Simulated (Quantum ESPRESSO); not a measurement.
# Al2Pt (Fm-3m) in Quantum ESPRESSO: a series of runs

The runs below take Al2Pt through single point, equation of state, with PBEsol, PBE.

Program: Quantum ESPRESSO 7.5. These are calculated values, not measurements. Logs are shortened: lines on timing, memory, paths and dates and some standing lists are left out, and cuts for length are marked.

### 1 The crystal as given

Symmetry: Fm-3m, No. 225, cubic system. The conventional cell has a = 5.910 Å, b = 5.910 Å, c = 5.910 Å, α = 90.00°, β = 90.00°, γ = 90.00°. Pt (site symmetry m-3m) is surrounded by 8 Al at 2.56 Å. Al (site symmetry -43m) has 4 Pt at 2.56 Å as nearest neighbours.

### 2 Single point, PBEsol, 16.17 Å³/atom

File pw.in:

```
&CONTROL
  calculation = 'scf'
  prefix = 'pwscf'
  outdir = './tmp'
  pseudo_dir = './pseudo'
  tprnfor = .true.
  tstress = .true.
  disk_io = 'nowf'
/
&SYSTEM
  ibrav = 0
  nat = 3
  ntyp = 2
  ecutwfc = 45
  ecutrho = 360
  nbnd = 18
  occupations = 'smearing'
  smearing = 'fd'
  degauss = 0.00367493
/
&ELECTRONS
  conv_thr = 6d-10
  electron_maxstep = 120
  mixing_beta = 0.5
/
ATOMIC_SPECIES
Pt   195.0840 pt_pbesol_v1.4.uspp.F.UPF
Al    26.9815 al_pbesol_v1.uspp.F.UPF
CELL_PARAMETERS angstrom
   0.0000000000    2.8946769513    2.8946769513
   2.8946769513    0.0000000000    2.8946769513
   2.8946769513    2.8946769513    0.0000000000
ATOMIC_POSITIONS crystal
Pt     0.0000000000    0.0000000000    0.0000000000
Al     0.7500000000    0.7500000000    0.7500000000
Al     0.2500000000    0.2500000000    0.2500000000
K_POINTS automatic
8 8 8 0 0 0
```

Potentials or basis: GBRV 1.5 PBEsol.

The run is started by

```sh
OMP_NUM_THREADS=1 mpirun -n 2 pw.x -nk 2 -in pw.in > pw.out
```

pw.out:

```text
This program is part of the open-source Quantum ESPRESSO suite
     for quantum simulation of materials; please cite
         "P. Giannozzi et al., J. Phys.:Condens. Matter 21 395502 (2009);
         "P. Giannozzi et al., J. Phys.:Condens. Matter 29 465901 (2017);
         "P. Giannozzi et al., J. Chem. Phys. 152 154105 (2020);
     in publications or presentations arising from this work. More details at

     Message from routine setup:
     using ibrav=0 with symmetry is DISCOURAGED, use correct ibrav instead

     K-points division:     npool     =       2
     Subspace diagonalization in iterative solution of the eigenvalue problem:
     a serial algorithm will be used

     G-vector sticks info
     --------------------
     sticks:   dense  smooth     PW     G-vecs:    dense   smooth      PW
     Sum        1495     745    223                37917    13371    2229

     Using Slab Decomposition

     bravais-lattice index     =            0
     lattice parameter (alat)  =       7.7360  a.u.
     unit-cell volume          =     327.3610 (a.u.)^3
     number of atoms/cell      =            3
     number of atomic types    =            2
     number of electrons       =        22.00
     number of Kohn-Sham states=           18
     kinetic-energy cutoff     =      45.0000  Ry
     charge density cutoff     =     360.0000  Ry
     scf convergence threshold =      6.0E-10
     mixing beta               =       0.5000
     number of iterations used =            8  plain     mixing
     Exchange-correlation= SLA  PW   PSX  PSC
                           (   1   4  10   8   0   0   0)

     celldm(1)=   7.735956  celldm(2)=   0.000000  celldm(3)=   0.000000
     celldm(4)=   0.000000  celldm(5)=   0.000000  celldm(6)=   0.000000

     crystal axes: (cart. coord. in units of alat)
               a(1) = (   0.000000   0.707107   0.707107 )
               a(2) = (   0.707107   0.000000   0.707107 )
               a(3) = (   0.707107   0.707107   0.000000 )

     reciprocal axes: (cart. coord. in units 2 pi/alat)
               b(1) = ( -0.707107  0.707107  0.707107 )
               b(2) = (  0.707107 -0.707107  0.707107 )
               b(3) = (  0.707107  0.707107 -0.707107 )

     PseudoPot. # 1 for Pt read from file:
     pt_pbesol_v1.4.uspp.F.UPF
     Pseudo is Ultrasoft + core correction, Zval = 16.0
     Generated by new atomic code, or converted to UPF format
     Using radial grid of  985 points,  6 beta functions with:
                l(1) =   0
                l(2) =   0
                l(3) =   1
                l(4) =   1
                l(5) =   2
                l(6) =   2
     Q(r) pseudized with  8 coefficients,  rinner =    1.300   1.300   1.300
                                                       1.300   1.300

     PseudoPot. # 2 for Al read from file:
     al_pbesol_v1.uspp.F.UPF
     Pseudo is Ultrasoft + core correction, Zval =  3.0
     Generated by new atomic code, or converted to UPF format
     Using radial grid of  893 points,  3 beta functions with:
                l(1) =   0
                l(2) =   1
                l(3) =   2
     Q(r) pseudized with  8 coefficients,  rinner =    0.900   0.900   0.900
                                                       0.900   0.900

     atomic species   valence    mass     pseudopotential
     Pt               16.00   195.08400     Pt( 1.00)
     Al                3.00    26.98150     Al( 1.00)

     48 Sym. Ops., with inversion, found

   Cartesian axes

     site n.     atom                  positions (alat units)
         1        Pt     tau(   1) = (   0.0000000   0.0000000   0.0000000  )
         2        Al     tau(   2) = (   1.0606602   1.0606602   1.0606602  )
         3        Al     tau(   3) = (   0.3535534   0.3535534   0.3535534  )

     number of k points=    29  Fermi-Dirac smearing, width (Ry)=  0.0037
                       cart. coord. in units 2pi/alat
        k(    1) = (   0.0000000   0.0000000   0.0000000), wk =   0.0039062
        k(    2) = (   0.0883883   0.0883883  -0.0883883), wk =   0.0312500
        k(    3) = (   0.1767767   0.1767767  -0.1767767), wk =   0.0312500
        k(    4) = (   0.2651650   0.2651650  -0.2651650), wk =   0.0312500
        k(    5) = (  -0.3535534  -0.3535534   0.3535534), wk =   0.0156250
        k(    6) = (   0.1767767   0.0000000   0.0000000), wk =   0.0234375
[... 21 lines left out ...]
        k(   28) = (  -0.7071068   0.1767767  -0.0000000), wk =   0.0468750
        k(   29) = (  -0.7071068   0.3535534   0.0000000), wk =   0.0234375

     Dense  grid:    37917 G-vectors     FFT dimensions: (  48,  48,  48)

     Smooth grid:    13371 G-vectors     FFT dimensions: (  36,  36,  36)

     Initial potential from superposition of free atoms

     starting charge      21.4953, renormalised to      22.0000

     negative rho (up, down):  1.814E-01 0.000E+00
     Starting wfcs are   20 randomized atomic wfcs

     Self-consistent Calculation

     iteration #  1     ecut=    45.00 Ry     beta= 0.50
     Davidson diagonalization with overlap
     ethr =  1.00E-02,  avg # of iterations =  4.2

     negative rho (up, down):  1.660E-01 0.000E+00

     total energy              =    -223.02300163 Ry
     estimated scf accuracy    <       2.29643728 Ry

     iteration #  2     ecut=    45.00 Ry     beta= 0.50
     Davidson diagonalization with overlap
     ethr =  1.00E-02,  avg # of iterations =  2.1
[... 69 lines left out ...]
     iteration # 10     ecut=    45.00 Ry     beta= 0.50
     Davidson diagonalization with overlap
     ethr =  7.84E-11,  avg # of iterations =  1.9

     negative rho (up, down):  1.684E-01 0.000E+00

     End of self-consistent calculation

          k = 0.0000 0.0000 0.0000 (  1687 PWs)   bands (ev):

   -41.3715 -41.3715 -41.3715   1.2563   6.5585   6.5585   6.5585   8.0054
     8.0054  15.3455  15.8425  15.8425  15.8425  17.7261  17.7261  17.7263
    18.4908  18.4908

          k = 0.0884 0.0884-0.0884 (  1684 PWs)   bands (ev):

   -41.3721 -41.3716 -41.3716   1.4825   6.4374   6.6342   6.6342   7.9798
     7.9798  13.6908  15.3335  15.3335  15.6361  18.0201  18.1073  18.1073
    18.3217  18.3217
[... 13 lines left out ...]
          k =-0.3536-0.3536 0.3536 (  1676 PWs)   bands (ev):

   -41.3755 -41.3722 -41.3722   3.6855   5.5803   6.8956   6.8956   8.0477
     8.2536   8.2536  12.9886  12.9886  15.7952  17.3820  17.3820  17.8847
    21.8667  21.8667

          k = 0.1768 0.0000 0.0000 (  1683 PWs)   bands (ev):

   -41.3721 -41.3717 -41.3717   1.5593   6.3856   6.6750   6.6750   7.8451
     8.0797  14.3618  14.3618  14.6194  15.3753  16.9986  18.3024  18.6919
    18.6920  19.5671

          k = 0.2652 0.0884-0.0884 (  1670 PWs)   bands (ev):

   -41.3731 -41.3720 -41.3719   2.0744   6.1643   6.8223   6.8308   7.7283
     8.1462  11.8384  13.4390  14.1268  15.8234  16.8377  18.3581  18.6217
    18.8617  20.7127
[... 19 lines left out ...]
          k =-0.0884-0.2652 0.2652 (  1663 PWs)   bands (ev):

   -41.3740 -41.3724 -41.3719   2.6212   6.0016   6.8119   6.9542   7.8109
     8.1928  10.2292  12.3618  14.3133  16.1912  17.3355  17.5895  19.0978
    19.2466  19.5492

          k = 0.0000-0.1768 0.1768 (  1683 PWs)   bands (ev):

   -41.3728 -41.3720 -41.3717   1.8529   6.2672   6.7307   6.7589   7.8436
     8.0699  12.4772  13.2686  15.4980  16.3303  17.0797  17.7255  17.8708
    18.8510  19.1658

          k = 0.3536 0.0000 0.0000 (  1700 PWs)   bands (ev):

   -41.3735 -41.3723 -41.3723   2.4511   6.0058   7.0250   7.0250   7.4310
     8.2668  12.0233  12.4719  12.4719  15.4416  15.8473  19.7692  19.7692
    19.8721  20.9063

          k = 0.4419 0.0884-0.0884 (  1670 PWs)   bands (ev):

   -41.3744 -41.3727 -41.3726   3.2186   5.8086   6.9654   7.2357   7.5768
     8.3601   9.9181  11.7696  11.8858  15.5330  16.3106  19.3302  19.9020
    20.5502  21.9971
[... 7 lines left out ...]
          k =-0.0884-0.4419 0.4419 (  1664 PWs)   bands (ev):

   -41.3748 -41.3736 -41.3725   4.3828   5.6875   6.6144   7.3743   7.5197
     7.9729   8.9433  10.3827  12.2758  15.5649  18.2203  18.9829  19.3246
    21.2647  21.3083

          k = 0.0000-0.3536 0.3536 (  1658 PWs)   bands (ev):

   -41.3744 -41.3733 -41.3722   3.4746   5.8472   6.7324   7.2497   7.7264
     8.1294   9.5269  10.6598  13.3347  15.8284  17.9572  18.3823  19.2999
    19.7923  21.5018

          k = 0.5303-0.0000 0.0000 (  1672 PWs)   bands (ev):

   -41.3749 -41.3729 -41.3729   3.8610   5.6679   6.8542   7.5643   7.5643
     8.4665   9.4955  10.9359  10.9359  15.4716  15.5050  20.3446  21.3678
    21.3678  22.0398

          k =-0.0884-0.6187 0.6187 (  1671 PWs)   bands (ev):

   -41.3752 -41.3733 -41.3730   4.7767   5.5806   6.3747   7.7561   8.0331
     8.2584   8.4083  10.3656  10.7033  15.4705  16.1170  19.6301  21.5418
    22.7009  22.7467

          k = 0.0000-0.5303 0.5303 (  1666 PWs)   bands (ev):

   -41.3748 -41.3739 -41.3728   5.1741   5.7928   6.0257   7.3873   7.7392
     8.0637   8.7565   9.8665  11.2976  15.4838  17.5735  18.8988  20.9368
    21.4422  22.2663

          k =-0.7071 0.0000 0.0000 (  1660 PWs)   bands (ev):

   -41.3755 -41.3731 -41.3731   5.2860   5.5377   5.9488   7.9370   7.9370
     8.3584   8.5534  10.2208  10.2208  15.4013  15.5310  20.1102  23.1806
    23.1806  23.4407

          k = 0.3536 0.1768 0.0000 (  1668 PWs)   bands (ev):

   -41.3739 -41.3726 -41.3721   2.7150   5.9633   6.8683   7.0692   7.6367
     8.2601  10.5945  11.8036  13.4706  16.3460  16.5072  18.1592  19.0020
    20.3232  20.7921

          k =-0.2652-0.4419 0.6187 (  1663 PWs)   bands (ev):

   -41.3747 -41.3731 -41.3724   3.6574   5.7638   6.7712   7.2432   7.8581
     8.1459   9.0301  11.0680  12.5742  16.0928  17.3595  18.3578  19.4309
    20.2637  21.8190
[... 13 lines left out ...]
          k =-0.0884-0.4419 0.6187 (  1671 PWs)   bands (ev):

   -41.3748 -41.3738 -41.3729   4.9833   5.6252   6.4315   7.1930   7.7060
     8.2853   8.6977   9.9089  11.2824  16.1823  17.6695  18.1994  20.0850
    21.3714  23.0765

          k = 0.0000-0.3536 0.5303 (  1665 PWs)   bands (ev):

   -41.3745 -41.3740 -41.3727   4.6124   5.7184   6.5756   7.2407   7.6158
     7.9912   9.3603   9.6061  11.7921  16.3374  17.5841  18.7018  19.6551
    20.5446  23.1536

          k =-0.7071 0.1768-0.0000 (  1670 PWs)   bands (ev):

   -41.3752 -41.3735 -41.3731   5.5644   5.5654   5.8359   7.5625   7.9374
     8.2730   8.4997   9.8462  10.7329  16.0714  16.1865  19.1359  21.2772
    22.5983  23.4268

          k =-0.7071 0.3536 0.0000 (  1648 PWs)   bands (ev):

   -41.3743 -41.3743 -41.3731   5.6627   5.6627   6.2808   6.4753   7.9378
     8.5000   9.0401   9.0401  11.0288  17.4345  17.4345  18.2149  18.4909
    22.3373  24.3036

     the Fermi energy is    11.9417 ev

!    total energy              =    -224.06623244 Ry
     estimated scf accuracy    <          1.7E-11 Ry
     smearing contrib. (-TS)   =      -0.00086171 Ry
     internal energy E=F+TS    =    -224.06537073 Ry

     The total energy is F=E-TS. E is the sum of the following terms:
     one-electron contribution =     -79.82986178 Ry
     hartree contribution      =      51.84478839 Ry
     xc contribution           =     -65.38552844 Ry
     ewald contribution        =    -130.69476890 Ry

     convergence has been achieved in  10 iterations

     negative rho (up, down):  1.684E-01 0.000E+00

     Forces acting on atoms (cartesian axes, Ry/au):

     atom    1 type  1   force =    -0.00000000   -0.00000000   -0.00000000
     atom    2 type  2   force =     0.00000000    0.00000000   -0.00000000
     atom    3 type  2   force =     0.00000000   -0.00000000   -0.00000000

     Total force =     0.000000     Total SCF correction =     0.000000

     Computing stress (Cartesian axis) and pressure

     negative rho (up, down):  1.684E-01 0.000E+00
          total   stress  (Ry/bohr**3)                   (kbar)     P=       82.80
   0.00056285  -0.00000000  -0.00000000           82.80       -0.00       -0.00
  -0.00000000   0.00056285   0.00000000           -0.00       82.80        0.00
  -0.00000000   0.00000000   0.00056285           -0.00        0.00       82.80

=------------------------------------------------------------------------------=
   JOB DONE.
=------------------------------------------------------------------------------=
```

It took 12 s on 2 MPI ranks of Arm Neoverse V1, shared host; peak memory 0.26 GiB.

What came out:

```
Free energy            : -3048.5764 eV
Pressure               : 8.3 GPa
Band gap on the k mesh : none (metal or under the smearing width)
```

### 3 Single point, PBEsol, 16.51 Å³/atom

Edit pw.in of step 2 so:

```diff
@@ -29,5 +29,5 @@
 CELL_PARAMETERS angstrom
-   0.0000000000    2.8946769513    2.8946769513
-   2.8946769513    0.0000000000    2.8946769513
-   2.8946769513    2.8946769513    0.0000000000
+   0.0000000000    2.9150626719    2.9150626719
+   2.9150626719    0.0000000000    2.9150626719
+   2.9150626719    2.9150626719    0.0000000000
 ATOMIC_POSITIONS crystal
```

Potentials or basis: GBRV 1.5 PBEsol.

The run is started by

```sh
OMP_NUM_THREADS=1 mpirun -n 2 pw.x -nk 2 -in pw.in > pw.out
```

Wall time 14 s (2 MPI ranks of Arm Neoverse V1, shared host); peak memory 0.28 GiB.

It converged, with:

```yaml
Free_energy: -3048.6194 eV
Pressure: 4.8 GPa
Band_gap_on_the_k_mesh: none (metal or under the smearing width)
```

(Continued in part 2 of 2.)
